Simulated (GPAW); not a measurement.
Runs of GPAW 26.7.0 on CdO (Monteponite). Symmetry: Fm-3m, No. 225, cubic system. Conventional cell: a = 4.699 Å, b = 4.699 Å, c = 4.699 Å, α = 90.00°, β = 90.00°, γ = 90.00°. Cd (site symmetry m-3m) has 6 O at 2.35 Å as nearest neighbours. O (site symmetry m-3m) has 6 Cd at 2.35 Å as nearest neighbours. 

```csv
task,level,potentials or basis,spin,k mesh,eigensolver,band path,band points,spin axis theta (degrees),spin axis phi (degrees),pressure (GPa),V0 of scaled cells (Å³/atom),B0 (GPa)
equation of state,BLYP+D4,"PAW data sets generated in the run's folder for this functional, pw",off,8 × 8 × 8,davidson,-,-,-,-,-,13.40,131
equation of state,PBEsol+D4,"PAW data sets generated in the run's folder for this functional, pw",off,8 × 8 × 8,-,-,-,-,-,-,12.68,(b)
band structure,PW91,"PAW data sets generated in the run's folder for this functional, pw","SOC, no magnetisation",8 × 8 × 8,-,"GXWKGLUWLK,UX",80,0,0,4.9,-,-
band structure,PBEsol,"PAW data sets generated in the run's folder for this functional, pw","SOC, no magnetisation",8 × 8 × 8,-,"GXWKGLUWLK,UX",60,0,0,-1.3,-,-
equation of state,revPBE+D4,"the program's PAW data sets (release 1.2.1) made for this functional, pw",off,8 × 8 × 8,-,-,-,-,-,-,13.18,132
equation of state,BLYP+D3(BJ),"PAW data sets generated in the run's folder for this functional, pw",off,8 × 8 × 8,davidson,-,-,-,-,-,13.32,133
equation of state,optB88-vdW,"GPAW PAW data sets (gpaw-data 1.2.1), pw",off,8 × 8 × 8,-,-,-,-,-,-,(c),134
equation of state,PBEsol,"PAW data sets generated in the run's folder for this functional, pw",off,10 × 10 × 10,-,-,-,-,-,-,12.87,(a)
```

Alike in all rows: cell as given; cutoff (eV) 800; smearing fermi-dirac 0.05 eV.

**Question.** Estimate the missing entries.

**Answer.** (a) 146; (b) 153; (c) 13.47.

Caveats: spin-orbit coupling was added after a scalar SCF, so levels and gaps hold it while energy, forces, pressure and moments don't (some runs); the PAW data sets were made with another functional, which shifts forces and pressure a little (some runs).

Runs at the PBE level aren't shown here.
